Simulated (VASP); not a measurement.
**Pt: work function with PBE**

Sheet: Pt, a sheet with vacuum.

```
Pt
1.0
     2.52308    0.00000    0.00000
     0.00000    2.52308    0.00000
     0.00000    0.00000   23.80000
Pt
1
Direct
  0.00000 0.00000 0.29412
```

The cell was built by a generator and needn't be a form met in nature.

* Program: VASP 6.6.1
* Task: work function
* Functional: PBE
* Potentials or basis: VASP PAW PBE potentials, release 64 (Pt)
* Cutoff: 520 eV
* k mesh: 10 × 10 × 1
* Occupations: fermi-dirac, width 0.05 eV
* Spin: no spin polarisation
* Dipole correction: yes
* Further INCAR settings: ALGO = Normal; EDIFF = 1e-06; EFIELD = 0.1

* Band gap on the k mesh: none (metal or under the smearing width)
* Work function of the upper face: 5.65 eV
* Work function of the lower face: 6.89 eV

Levels at points of the mesh, in eV from the Fermi level:
```tsv
k point	band 3	band 4	band 5	band 6	band 7	band 8
(0.00, 0.00, 0.00)	-2.18	0.08	0.08	1.00	1.84	5.71
(0.50, 0.00, 0.00)	-1.49	-0.82	0.45	1.98	6.41	7.52
(0.50, 0.50, 0.00)	-2.84	-0.10	2.94	7.91	7.91	12.66
```

Run time: 59 s on 1 thread of Intel(R) Xeon(R) Platinum 8375C CPU @ 2.90GHz (Ice Lake), on a shared host, peak memory 0.24 GiB.

Spin-orbit coupling is left out, which matters for the levels of Pt.
